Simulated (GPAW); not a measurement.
# MoS2 (P6_3/mmc) in GPAW: notebook

One crystal, MoS2, is run at these levels: LDA; tasks: optical spectrum.

Everything below comes from runs of GPAW 26.7.0. Logs are shortened: lines on timing, memory, paths and dates and some standing lists are left out, and cuts for length are marked. The log counts tension as positive stress, the text compression.

**The experiment to reproduce.**

From “Multiwavelength excitation Raman Scattering Analysis of bulk and 2 dimensional MoS2: Vibrational properties of atomically thin MoS2 layers”, 2015, arxiv:1506.03228, for a bulk crystal of MoS2 at 300 K: band gap 1.3 eV (indirect).

The results are compared with them further down.

## 1. The structure

The structure is hexagonal, space group P6_3/mmc (No. 194). The conventional cell has a = 3.169 Å, b = 3.169 Å, c = 12.324 Å, α = 90.00°, β = 90.00°, γ = 120.00°. Mo (site symmetry -6m2) has 6 S at 2.41 Å as nearest neighbours. S (site symmetry 3m) has 3 Mo at 2.41 Å as nearest neighbours.

## 2. Optical spectrum, LDA

Input file run.py:

```python
from ase import Atoms
from ase.dft.bandgap import bandgap
from ase.io import write
from gpaw import GPAW, PW
from gpaw.response.df import DielectricFunction

atoms = Atoms(['Mo', 'Mo', 'S', 'S', 'S', 'S'],
              cell=[[3.169, 0.0, 0.0],
                    [-1.5845, 2.7444345046, 0.0],
                    [0.0, 0.0, 12.324]],
              scaled_positions=[[0.6666666667, 0.3333333333, 0.75],
                                [0.3333333333, 0.6666666667, 0.25],
                                [0.6666666667, 0.3333333333, 0.377],
                                [0.3333333333, 0.6666666667, 0.877],
                                [0.6666666667, 0.3333333333, 0.123],
                                [0.3333333333, 0.6666666667, 0.623]],
              pbc=True)

calc = GPAW(mode=PW(450),
            xc='LDA',
            kpts={'size': (8, 8, 2), 'gamma': True},
            occupations={'name': 'fermi-dirac', 'width': 0.001},
            nbands=46,
            convergence={'density': 1e-06},
            maxiter=150,
            txt='gpaw.txt')
atoms.calc = calc
energy = atoms.get_potential_energy()
calc.write('gs.gpw')
write('result.traj', atoms)
print(f'Energy: {energy:.6f} eV')
print('Fermi level:', round(calc.get_fermi_level(), 4), 'eV')
print(f'Gap: {bandgap(calc)[0]:.4f} eV, direct: {bandgap(calc, direct=True)[0]:.4f} eV')

dense = calc.fixed_density(kpts={'size': (12, 12, 3), 'gamma': True},
                           nbands=80, convergence={'bands': 74, 'eigenstates': 1e-7},
                           update_fermi_level=True, txt='dense.txt')
dense.write('dense.gpw', mode='all')

df = DielectricFunction('dense.gpw', frequencies={'type': 'nonlinear', 'domega0': 0.05, 'omega2': 10},
                        eta=0.1, ecut=50, nbands=74, eshift=1.5, intraband=False, txt='df.txt')
for direction in ['x', 'z']:
    df.get_dielectric_function(xc='RPA', direction=direction, filename=f'df_{direction}.csv')
    e0, e = df.get_macroscopic_dielectric_constant(xc='RPA', direction=direction)
    print(f'{direction}: static eps {e0:.4f} without, {e:.4f} with local fields')
```

Potentials or basis: the program's PAW data sets (release 1.2.1) made for this functional, pw.

On the command line:

```
$ OMP_NUM_THREADS=1 python run.py
```

gpaw.txt:

```text
__  _  _
 | _ |_)|_||  |
 |__||  | ||/\| - 26.7.0

Input parameters:
  mode=PW(ecut=450.00000000000006),
  convergence={'density': 1e-06},
  kpts=MonkhorstPack(size=(8, 8, 2), gamma=True),
  maxiter=150,
  nbands=46,
  occupations=Occupations(name='fermi-dirac', width=0.001),
  xc=XC(name='LDA')

Diagonalizing LCAO Hamiltonian
Converting LCAO to pw mode

        S

           Mo
        S

           S
        Mo

           S

Atoms  # Å, Bohr magnetons
|   | symbol |         x |        y |         z |    initial magnetic moments |
|---|--------|-----------|----------|-----------|-----------------------------|
| 0 |     Mo |  1.584500 | 0.914812 |  9.243000 | ( 0.0000,  0.0000,  0.0000) |
| 1 |     Mo | -0.000000 | 1.829623 |  3.081000 | ( 0.0000,  0.0000,  0.0000) |
| 2 |      S |  1.584500 | 0.914812 |  4.646148 | ( 0.0000,  0.0000,  0.0000) |
| 3 |      S | -0.000000 | 1.829623 | 10.808148 | ( 0.0000,  0.0000,  0.0000) |
| 4 |      S |  1.584500 | 0.914812 |  1.515852 | ( 0.0000,  0.0000,  0.0000) |
| 5 |      S | -0.000000 | 1.829623 |  7.677852 | ( 0.0000,  0.0000,  0.0000) |

Unit cell  # Å
| periodic |         x |        y |         z |   lengths |     angles |
|----------|-----------|----------|-----------|-----------|------------|
|      yes |  3.169000 | 0.000000 |  0.000000 |  3.169000 |  90.000000 |
|      yes | -1.584500 | 2.744435 |  0.000000 |  3.169000 |  90.000000 |
|      yes |  0.000000 | 0.000000 | 12.324000 | 12.324000 | 120.000000 |

Number of symmetries: 12
Symmetry operations  # r_c * U_cc + t_c -> r_c
|    | kind |            matrix            |
|----|------|------------------------------|
|  0 |  σ   |  1, 1, 0,  0,-1, 0,  0, 0, 1 |
|  1 |  S6  |  1, 1, 0, -1, 0, 0,  0, 0,-1 |
|  2 |  E   |  1, 0, 0,  0, 1, 0,  0, 0, 1 |
|  3 |  C2  |  1, 0, 0, -1,-1, 0,  0, 0,-1 |
|  4 |  C2  |  0, 1, 0,  1, 0, 0,  0, 0,-1 |
|  5 |  C3  |  0, 1, 0, -1,-1, 0,  0, 0, 1 |
|  6 |  S6  |  0,-1, 0,  1, 1, 0,  0, 0,-1 |
|  7 |  σ   |  0,-1, 0, -1, 0, 0,  0, 0, 1 |
|  8 |  σ   | -1, 0, 0,  1, 1, 0,  0, 0, 1 |
|  9 |  i   | -1, 0, 0,  0,-1, 0,  0, 0,-1 |
| 10 |  C3  | -1,-1, 0,  1, 0, 0,  0, 0, 1 |
| 11 |  C2  | -1,-1, 0,  0, 1, 0,  0, 0,-1 |

BZ-sampling:
  Number of BZ points: 128
  Number of IBZ points: 20

  Monkhorst-Pack size: [8, 8, 2]
  Monkhorst-Pack shift: [0.0625, 0.0625, 0.25]

K-points  # in reciprocal-cell coordinates
|     |                                coordinates |     weight |
|-----|--------------------------------------------|------------|
|   0 | (  0.00000000,   0.00000000,   0.00000000) | 0.00781250 |
|   1 | (  0.00000000,   0.00000000,   0.50000000) | 0.00781250 |
|   2 | (  0.12500000,   0.00000000,   0.00000000) | 0.04687500 |
|   3 | (  0.12500000,   0.00000000,   0.50000000) | 0.04687500 |
|   4 | (  0.25000000,  -0.12500000,   0.00000000) | 0.04687500 |
|   5 | (  0.25000000,  -0.12500000,   0.50000000) | 0.04687500 |
|   6 | (  0.25000000,   0.00000000,   0.00000000) | 0.04687500 |
|   7 | (  0.25000000,   0.00000000,   0.50000000) | 0.04687500 |
|   8 | (  0.37500000,  -0.12500000,   0.00000000) | 0.09375000 |
|   9 | (  0.37500000,  -0.12500000,   0.50000000) | 0.09375000 |
| ... |                                            |            |
|  19 | (  0.50000000,   0.50000000,   0.50000000) | 0.02343750 |

Plane wave coefficients: 2382
Cutoff: 450.00000000000006 eV

Spin-components: 1 (collinear spins)
Bands:           46
Projectors:      32
Spin-degeneracy: 2
Datatype:        complex128

Parallelization:
  kpt:    1
  domain: 1
  band:   1

Density:
  Valence electrons: 52.0
  Components: 1
  Grid points: [16 16 63]
  Charge: 0.0  # |e|

Potential:
  Grid points: [16 16 63]

species:
  Mo:
    name:    Molybdenum
    Z:       42.0
    valence: 14
    core:    28
    charge:  0.0  # [|e|]
    compensation charges:
      type: gauss
      rc: 0.38  # [Å]
      lmax: 2
    cutoffs:
      filter: 2.16  # [Å]
      core: 1.42  # [Å]
    projectors
    | kind |    occ | energy [eV] | rcut [Å] |
    |------|--------|-------------|----------|
    |   4s |  2.000 |     -64.384 |    1.238 |
    |   5s |  1.000 |      -4.319 |    1.238 |
    |   4p |  6.000 |     -38.595 |    1.296 |
    |   5p |  0.000 |      -1.161 |    1.296 |
    |   4d |  5.000 |      -3.933 |    1.296 |
    |    d |        |      23.278 |    1.296 |

    Using partial waves for Mo as LCAO basis

  S:
    name:    Sulfur
    Z:       16.0
    valence: 6
    core:    10
    charge:  0.0  # [|e|]
    compensation charges:
      type: gauss
      rc: 0.24  # [Å]
      lmax: 2
    cutoffs:
      filter: 1.77  # [Å]
      core: 1.66  # [Å]
    projectors
    | kind |    occ | energy [eV] | rcut [Å] |
    |------|--------|-------------|----------|
    |   3s |  2.000 |     -17.278 |    0.974 |
    |   3p |  4.000 |      -7.106 |    0.979 |
    |    s |        |       9.933 |    0.974 |
    |    p |        |      20.105 |    0.979 |
    |    d |        |       0.000 |    0.900 |

    Using partial waves for S as LCAO basis

Reference energy: -263337.961849  # eV

eigensolver:
  PPCG
  Converge bands: occupied
  niter=2

density mixing:
  MSR1-Mixer
  Pratt-step length: 0.05
  Maximum mixing coefficient: 0.75
  Old densities: 10
  SVD Regularization: 0.005
  Good broyden scale: 1.0
  Trust region scale: 1.0
  Backstep threshold: 4.0
  History deletion threshold: 6.0
  Fourier metric: weight=20.0, sigma=0.015

occupation numbers:
  Fermi-Dirac:
    width: 0.0010  # eV

poisson solver:
  ecut: 3600.0000000000005  # eV

xc functional:
  name: None

convergence criteria:
- Maximum integral of absolute [dens]ity change: 1e-06 electrons / valence electron
- Maximum [total energy] change in last 3 cyles: 0.0005 eV / valence electron
- Maximum integral of absolute [eigenst]ate change: 4e-08 eV^2 / valence electron
maximum number of iterations: 150

SCF iterations
|iter     | |      energy | eigst |  dens |
|---------|-|-------------|-------|-------|
|iter:   1| |  -52.614216 | +0.49 |       |
|iter:   2| |  -51.816619 | -1.18 | -0.99 |
|iter:   3| |  -49.802272 | -1.16 | -1.07 |
|iter:   4| |  -49.632328 | -1.96 | -1.46 |
|iter:   5| |  -49.616259 | -2.60 | -1.79 |
|iter:   6| |  -49.621365c| -3.14 | -2.07 |
|iter:   7| |  -49.604632c| -3.74 | -2.29 |
|iter:   8| |  -49.604546c| -5.26 | -3.02 |
|iter:   9| |  -49.604548c| -6.12 | -3.45 |
|iter:  10| |  -49.604548c| -7.59c| -4.40 |
|iter:  11| |  -49.604548c| -7.99c| -4.93 |
|iter:  12| |  -49.604548c| -8.62c| -5.56 |
|iter:  13| |  -49.604548c| -9.12c| -6.21c|

Converged in 13 steps
Energy contributions relative to reference atoms: (reference = -263337.961849)

Energy contributions:
  Kinetic:          -7.855357
  Coulomb:          -4.890405
  Zero:             -0.333163
  External:          0.000000
  Xc:              -36.525623
  Entropy:          -0.000000
  Spinorbit:         0.000000
  ----------------------------
  Free energy:     -49.604548
  Extrapolated:    -49.604548

dipole moment: (0.000001, 0.000002, 0.000007)  # |e|*Ang

Fermi level: 8.773
Eigenvalues  # (at kpt = [0.000, 0.000, 0.000])
| band index |      eig [eV] | occ [0-2] |
|------------|---------------|-----------|
|          0 |       -53.474 |     2.000 |
|        ... |               |           |
|         18 |         4.693 |     2.000 |
|         19 |         5.777 |     2.000 |
|         20 |         5.777 |     2.000 |
|         21 |         5.824 |     2.000 |
|         22 |         5.824 |     2.000 |
|         23 |         6.750 |     2.000 |
[... 8 lines left out ...]
|         32 |        10.375 |     0.000 |
|         33 |        10.375 |     0.000 |
|        ... |               |           |
|         45 |        20.290 |     0.000 |

Gap: 0.903 eV
Transition (v -> c):
  (s=0, k=0, n=25, [0.00, 0.00, 0.00]) -> (s=0, k=8, n=26, [0.38, -0.12, 0.00])
Direct/indirect transitions are different
Direct gap: 1.911 eV
Transition at: (s=0, k=12, n=25, [0.38, 0.38, 0.00])
# Writing to gs.gpw (mode='')
```

It took 4.6 min on 1 thread of Intel Xeon Platinum 8488C (Sapphire Rapids), shared host; peak memory 0.64 GiB.

What came out:

| Quantity | Value |
| --- | --- |
| Free energy | -49.6045 eV |
| Band gap on the k mesh | 0.90 eV, indirect (least direct gap 1.91 eV) |

Dielectric function (mean over the directions given):
| energy (eV) | real part | imaginary part |
| --- | --- | --- |
| 0.25 | 8.64 | 0.01 |
| 0.67 | 8.74 | 0.04 |
| 1.15 | 9.00 | 0.07 |
| 1.66 | 9.46 | 0.12 |
| 2.18 | 10.29 | 0.21 |
| 2.66 | 11.67 | 0.40 |
| 3.17 | 14.36 | 2.15 |
| 3.56 | 17.71 | 4.82 |
| 4.03 | 15.12 | 13.28 |
| 4.51 | 6.08 | 16.79 |
| 5.01 | 3.23 | 10.49 |
| 5.53 | 2.57 | 11.77 |
| 6.07 | 0.22 | 8.76 |
| 6.55 | 0.06 | 7.00 |
| 6.87 | -0.25 | 7.49 |
| 7.38 | -0.58 | 5.63 |
| 7.90 | -0.18 | 4.88 |
| 8.43 | -0.06 | 4.12 |
| 8.89 | 0.17 | 3.90 |
| 9.47 | -0.32 | 2.77 |
| 9.76 | 0.49 | 2.41 |
| 10.26 | 1.88 | 2.89 |
| 10.78 | 1.87 | 4.42 |
| 11.31 | 1.00 | 5.13 |
| 11.85 | -0.02 | 4.95 |
| 12.30 | -0.12 | 4.53 |
| 12.77 | -1.28 | 4.61 |
| 13.24 | -1.46 | 3.54 |
| 13.72 | -1.45 | 2.99 |
| 14.22 | -1.17 | 2.58 |
| 14.73 | -1.48 | 1.99 |
| 15.26 | -0.75 | 1.80 |
| 15.80 | -0.70 | 2.14 |
| 16.21 | -0.82 | 1.73 |
| 16.78 | -0.79 | 1.69 |
| 17.36 | -0.88 | 1.48 |
| 17.96 | -0.76 | 1.18 |
| 18.58 | -0.48 | 1.12 |
| 19.22 | -0.53 | 1.08 |
| 19.87 | -0.48 | 0.84 |

Caveat: the long-wavelength limit can be off by several per cent where d states take part; independent-particle spectra lack excitons; an odd mesh through Γ misses points on the zone boundary, where band edges often lie.

## 3. Optical spectrum, LDA

Edit run.py of step 2 so:

```diff
@@ -40,3 +40,3 @@
 df = DielectricFunction('dense.gpw', frequencies={'type': 'nonlinear', 'domega0': 0.05, 'omega2': 10},
-                        eta=0.1, ecut=50, nbands=74, eshift=1.5, intraband=False, txt='df.txt')
+                        eta=0.1, ecut=50, nbands=74, eshift=2, intraband=False, txt='df.txt')
 for direction in ['x', 'z']:
```

Potentials or basis: the program's PAW data sets (release 1.2.1) made for this functional, pw.

On the command line:

```
$ OMP_NUM_THREADS=1 python run.py
```

gpaw.txt:

```text
__  _  _
 | _ |_)|_||  |
 |__||  | ||/\| - 26.7.0

Input parameters:
  mode=PW(ecut=450.00000000000006),
  convergence={'density': 1e-06},
  kpts=MonkhorstPack(size=(8, 8, 2), gamma=True),
  maxiter=150,
  nbands=46,
  occupations=Occupations(name='fermi-dirac', width=0.001),
  xc=XC(name='LDA')

Diagonalizing LCAO Hamiltonian
Converting LCAO to pw mode

        S

           Mo
        S

           S
        Mo

           S

Atoms  # Å, Bohr magnetons
|   | symbol |         x |        y |         z |    initial magnetic moments |
|---|--------|-----------|----------|-----------|-----------------------------|
[... 164 lines left out ...]
|---------|-|-------------|-------|-------|
|iter:   1| |  -52.614216 | +0.49 |       |
|iter:   2| |  -51.816619 | -1.18 | -0.99 |
|iter:   3| |  -49.802272 | -1.16 | -1.07 |
|iter:   4| |  -49.632328 | -1.96 | -1.46 |
|iter:   5| |  -49.616259 | -2.60 | -1.79 |
|iter:   6| |  -49.621365c| -3.14 | -2.07 |
|iter:   7| |  -49.604632c| -3.74 | -2.29 |
|iter:   8| |  -49.604546c| -5.26 | -3.02 |
|iter:   9| |  -49.604548c| -6.12 | -3.45 |
|iter:  10| |  -49.604548c| -7.59c| -4.40 |
|iter:  11| |  -49.604548c| -7.99c| -4.93 |
|iter:  12| |  -49.604548c| -8.62c| -5.56 |
|iter:  13| |  -49.604548c| -9.12c| -6.21c|

Converged in 13 steps
Energy contributions relative to reference atoms: (reference = -263337.961849)

Energy contributions:
  Kinetic:          -7.855357
  Coulomb:          -4.890405
  Zero:             -0.333163
  External:          0.000000
  Xc:              -36.525623
  Entropy:          -0.000000
  Spinorbit:         0.000000
  ----------------------------
  Free energy:     -49.604548
  Extrapolated:    -49.604548

dipole moment: (0.000001, 0.000002, 0.000007)  # |e|*Ang

Fermi level: 8.773
Eigenvalues  # (at kpt = [0.000, 0.000, 0.000])
| band index |      eig [eV] | occ [0-2] |
|------------|---------------|-----------|
|          0 |       -53.474 |     2.000 |
|        ... |               |           |
|         18 |         4.693 |     2.000 |
|         19 |         5.777 |     2.000 |
|         20 |         5.777 |     2.000 |
|         21 |         5.824 |     2.000 |
|         22 |         5.824 |     2.000 |
|         23 |         6.750 |     2.000 |
[... 8 lines left out ...]
|         32 |        10.375 |     0.000 |
|         33 |        10.375 |     0.000 |
|        ... |               |           |
|         45 |        20.290 |     0.000 |

Gap: 0.903 eV
Transition (v -> c):
  (s=0, k=0, n=25, [0.00, 0.00, 0.00]) -> (s=0, k=8, n=26, [0.38, -0.12, 0.00])
Direct/indirect transitions are different
Direct gap: 1.911 eV
Transition at: (s=0, k=12, n=25, [0.38, 0.38, 0.00])
# Writing to gs.gpw (mode='')
```

Wall time 6.7 min (1 thread of Intel Xeon Platinum 8259CL at 2.50GHz (Skylake/Cascade Lake), shared host); peak memory 0.64 GiB.

What came out:

```
Free energy            : -49.6045 eV
Band gap on the k mesh : 0.90 eV, indirect (least direct gap 1.91 eV)
```

Dielectric function (mean over the directions given):
```
energy (eV)  real part  imaginary part
       0.25       8.04            0.01
       0.88       8.19            0.04
       1.54       8.54            0.07
       2.18       9.18            0.13
       2.79      10.26            0.24
       3.43      12.76            0.74
       4.16      17.61            7.05
       4.79      10.45           16.98
       5.38       1.87           11.39
       6.07       1.79           11.65
       6.63       0.17            8.67
       7.29      -0.22            7.51
       8.07      -0.71            5.30
       8.71      -0.42            4.51
       9.27      -0.20            3.84
       9.96      -0.44            2.81
      10.57       1.32            2.48
      11.20       2.04            4.36
      11.96       0.49            5.19
      12.53      -0.45            4.62
      13.24      -1.23            4.69
      13.85      -1.49            3.45
      14.48      -1.48            2.68
      15.13      -1.58            2.27
      15.94      -0.71            1.86
      16.64      -0.94            1.78
      17.36      -0.81            1.71
      18.12      -0.93            1.36
      18.90      -0.60            1.08
      19.87      -0.58            1.09
```

Caveat: the long-wavelength limit can be off by several per cent where d states take part; independent-particle spectra lack excitons; an odd mesh through Γ misses points on the zone boundary, where band edges often lie.

## 4. How close it comes

Step 2. Measured gap of MoS2: 1.3 eV (indirect; 300 K; “Multiwavelength excitation Raman Scattering Analysis of bulk and 2 dimensional MoS2: Vibrational properties of atomically thin MoS2 layers”, 2015, arxiv:1506.03228). This calculation gives 0.90 eV (-0.40 eV). Spin-orbit coupling on Mo is left out. The value is that of LDA on a finite k mesh, which can miss the band edges, without temperature or zero-point motion. Semilocal functionals fall short of measured gaps as a rule.

Step 3. Against the measured gap of MoS2, 1.3 eV (indirect; 300 K; “Multiwavelength excitation Raman Scattering Analysis of bulk and 2 dimensional MoS2: Vibrational properties of atomically thin MoS2 layers”, 2015, arxiv:1506.03228), the calculated 0.90 eV is off by -0.40 eV. Spin-orbit coupling on Mo is left out. The value is that of LDA on a finite k mesh, which can miss the band edges, without temperature or zero-point motion. Semilocal functionals fall short of measured gaps as a rule.
